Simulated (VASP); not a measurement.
# La (Im-3m) in VASP: a series of runs, part 2 of 2

VASP 6.6.1. Earlier steps stand in the parts before.

### Step 5. Relaxation of cell and atoms, PBE, target pressure 0.16 GPa, at which the enthalpy is minimised

This run uses another cell than the first one, of 36.71 Å³/atom, 0.976 times its volume.

File INCAR:

```
SYSTEM = La
PREC = Accurate
ENCUT = 600
EDIFF = 1E-6
ISMEAR = -1
SIGMA = 0.08
LREAL = .False.
LASPH = .True.
NELM = 100
ALGO = Fast
ISIF = 3
LWAVE = .False.
LCHARG = .False.
GGA = PE
IBRION = 2
NSW = 32
EDIFFG = -0.005
PSTRESS = 1.6
```

File KPOINTS:

```
regular mesh
0
Gamma
  12 12 11
  0 0 0
```

File POSCAR:

```
La
1.0
    3.4913801560      0.0000000000      0.0000000000
   -1.7456900780      3.0236239094      0.0000000000
    0.0000000000      0.0000000000      3.4769884581
La
1
Direct
    0.0000000000      0.0000000000      0.0000000000
```

Potentials or basis: VASP PAW PBE potentials, release 64 (La).

On the command line:

```sh
$ cat potpaw_PBE.64/La/POTCAR > POTCAR
$ mpirun -np 1 vasp_std > vasp.out
```

OUTCAR:

```text
SYSTEM = La
   PREC = Accurate
   ENCUT = 600
   EDIFF = 1E-6
   ISMEAR = -1
   LREAL = .False.
   LASPH = .True.
   NELM = 100
   ISIF = 3
   GGA = PE
   IBRION = 2
   NSW = 32
   EDIFFG = -0.005
   PSTRESS = 1.6

 ion  position               nearest neighbor table
   1  0.000  0.000  0.000-

  LATTYP: Found a hexagonal cell.
 ALAT       =     3.4913801560
 C/A-ratio  =     0.9958779344

  Lattice vectors:

 A1 = (   3.4913801560,   0.0000000000,   0.0000000000)
 A2 = (  -1.7456900780,   3.0236239094,   0.0000000000)
 A3 = (   0.0000000000,   0.0000000000,   3.4769884581)

Analysis of symmetry for initial positions (statically):
=====================================================================
 Subroutine PRICEL returns:
 Original cell was already a primitive cell.

 Routine SETGRP: Setting up the symmetry group for a
 hexagonal supercell.

 Subroutine GETGRP returns: Found 24 space group operations
 (whereof 24 operations were pure point group operations)
 out of a pool of 24 trial point group operations.

The static configuration has the point symmetry D_6h.

Analysis of symmetry for dynamics (positions and initial velocities):
=====================================================================
 Subroutine PRICEL returns:
 Original cell was already a primitive cell.

 Routine SETGRP: Setting up the symmetry group for a
 hexagonal supercell.

 Subroutine GETGRP returns: Found 24 space group operations
 (whereof 24 operations were pure point group operations)
 out of a pool of 24 trial point group operations.

The dynamic configuration has the point symmetry D_6h.

 Subroutine INISYM returns: Found 24 space group operations
 (whereof 24 operations are pure point group operations),
 and found     1 'primitive' translations

[... 127 lines left out ...]
  volume of cell :       36.71
 maximum number of plane-waves:      1236
 NGX is ok and might be reduce to    28
   NGX = 13   NGY = 13   NGZ = 13

--------------------------------------- Ionic step        1  -------------------------------------------

 number of electron      10.9999998 magnetization

 Free energy of the ion-electron system (eV)
  ---------------------------------------------------
  ext. energy  EPLUGINS =         0.00000000
  ---------------------------------------------------
  free energy    TOTEN  =        -4.62370084 eV

  energy without entropy =       -4.57559800  energy(sigma->0) =       -4.59964942

------------------------ aborting loop because EDIFF is reached ----------------------------------------

  FORCE on cell =-STRESS in cart. coord.  units (eV):
  Direction    XX          YY          ZZ          XY          YZ          ZX
  --------------------------------------------------------------------------------------
  -------------------------------------------------------------------------------------
  Total        0.0554171      0.0554171      0.0481962      0.0000000      0.0000000      0.0000000
  in kB        2.4189453      2.4189453      2.1037536      0.0000000      0.0000000      0.0000000
  external PRESSURE =       0.7138814 kB  Pullay stress =       1.6000000 kB
[... 135 lines left out ...]
--------------------------------------- Ionic step        5  -------------------------------------------

 number of electron      10.9999998 magnetization

 Free energy of the ion-electron system (eV)
  ---------------------------------------------------
  ext. energy  EPLUGINS =         0.00000000
  ---------------------------------------------------
  free energy    TOTEN  =        -4.62378467 eV

  energy without entropy =       -4.57548793  energy(sigma->0) =       -4.59963630

 E-fermi :   7.7928     XC(G=0):  -9.5640

 val. band max:        7.7770598464   @ k =   0.2500   0.1667   0.2727
 cond. band min:       7.8215838075   @ k =   0.3333   0.1667   0.1818
 fundamental gap:      0.0445239612
 Fermi energy:         7.7927774090

 k-point     1 :       0.0000    0.0000    0.0000
  band No.  band energies     occupation
      1     -25.1113      2.00000
      2      -8.1632      2.00000
      3      -7.8295      2.00000
      4      -7.8295      2.00000
      5       4.9107      2.00000
      6       6.8410      1.99999
      7       9.1344      0.00000
      8       9.5400      0.00000
      9       9.5408      0.00000
[... 265 lines left out ...]
 k-point    24 :       0.3333    0.0000    0.0909
  band No.  band energies     occupation
      1     -24.8907      2.00000
      2      -9.2544      2.00000
      3      -8.1484      2.00000
      4      -8.0908      2.00000
      5       6.3734      2.00000
      6       7.5238      1.93302
      7       9.1764      0.00000
      8       9.5171      0.00000
      9       9.6973      0.00000

 [... further k-points ...]

------------------------ aborting loop because EDIFF is reached ----------------------------------------

  FORCE on cell =-STRESS in cart. coord.  units (eV):
  Direction    XX          YY          ZZ          XY          YZ          ZX
  --------------------------------------------------------------------------------------
  -------------------------------------------------------------------------------------
  Total        0.0381023      0.0381023      0.0352923      0.0000000     -0.0000000      0.0000000
  in kB        1.6599721      1.6599721      1.5375509      0.0000000     -0.0000000      0.0000000
  external PRESSURE =       0.0191650 kB  Pullay stress =       1.6000000 kB
[... 20 lines left out ...]
  energy  without entropy=       -4.5754879305  energy(sigma->0) =       -4.59963630

  enthalpy is  TOTEN    =        -4.5870589486 eV   P V=        0.0367257223

 reached required accuracy - stopping structural energy minimisation
```

Wall time 91 s (1 thread of AMD EPYC 9R45 (Zen 5), shared host); peak memory 0.19 GiB.

Results:

| Quantity | Value |
| --- | --- |
| Free energy | -4.6238 eV |
| Relaxed volume | 36.78 Å³/atom |
| Relaxed cell | a = 3.494 Å, b = 3.494 Å, c = 3.479 Å, α = 90.00°, β = 90.00°, γ = 120.00° |
| Space group after relaxing (to 0.05 Å) | P6/mmm (No. 191) |
| Energy change on relaxing (the enthalpy is what falls) | -0.1 meV/atom |
| Ionic steps | 5 |
| Pressure after relaxing | 0.2 GPa |
| Band gap on the k mesh | none (metal or under the smearing width) |

Final structure:
```xyz
1
Lattice="3.4939 0.0000 0.0000 -1.7470 3.0258 0.0000 0.0000 0.0000 3.4786" Properties=species:S:1:pos:R:3 pbc="T T T"
La    0.0000    0.0000    0.0000
```

Levels at points of the mesh, in eV from the Fermi level:
```csv
k point,band 2,band 3,band 4,band 5,band 6,band 7,band 8,band 9
"(0.00, 0.00, 0.00)",-15.96,-15.62,-15.62,-2.88,-0.95,1.34,1.75,1.75
"(0.50, 0.00, 0.00)",-17.48,-16.06,-15.70,-1.73,0.19,1.39,1.89,2.03
```

Caveat: the cell is relaxed towards a set pressure, so the enthalpy falls and the energy may rise.

### Step 6. Overview

```csv
task,cell,k mesh,cutoff (eV),target pressure,gap on the mesh (eV),pressure (GPa)
single point,"Im-3m, 37.59 Å³/atom",13 × 13 × 13,520,-,none,0.2
relaxation of cell and atoms,relaxed to 0.16 GPa,13 × 13 × 13,600,0.16 GPa,none,0.2
single point,"P6/mmm, 36.75 Å³/atom",12 × 12 × 11,520,-,none,0.2
relaxation of cell and atoms,relaxed to 0.16 GPa,12 × 12 × 11,600,0.16 GPa,none,0.2
```

Alike in all rows: level PBE; potentials or basis VASP PAW PBE potentials, release 64 (La); no spin polarisation; smearing fermi-dirac 0.08 eV.

Caveats: the cell is relaxed towards a set pressure, so the enthalpy falls and the energy may rise (some runs).

Total energies depend on the potentials used, so only differences within one code and one set of settings carry meaning.
